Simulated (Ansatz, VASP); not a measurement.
## Two plane-wave programs on GaP

```
CELL_PARAMETERS angstrom
0.00000 2.72525 2.72525
2.72525 0.00000 2.72525
2.72525 2.72525 0.00000
ATOMIC_POSITIONS crystal
Ga 0.00000 0.00000 0.00000
P 0.25000 0.25000 0.25000
```

Alike in both runs: task single point; functional RPBE; k mesh 8 × 8 × 8; no spin polarisation.

|  | VASP | Ansatz |
| --- | --- | --- |
| version | VASP 6.6.1 | Ansatz 0.2.0 |
| potentials or method | VASP PAW PBE potentials, release 64 (Ga_d, P) | plane waves, PAW |
| plane-wave cutoff (eV) | 520 | 510 |
| occupations | gaussian, width 0.01 eV | fixed |
| valence electrons in the cell | 18 | 18 |

```csv
,VASP,Ansatz,Ansatz less VASP
gap on the k mesh at the Fermi level (eV),1.73,1.73,+0.006
pressure (GPa),4.4,4.6,+0.18
```

Caveats: the PAW data sets were made with another functional, which shifts forces and pressure a little (VASP). A hybrid or GW would open this gap; RPBE tends to underestimate it. A k mesh can miss the band edges.
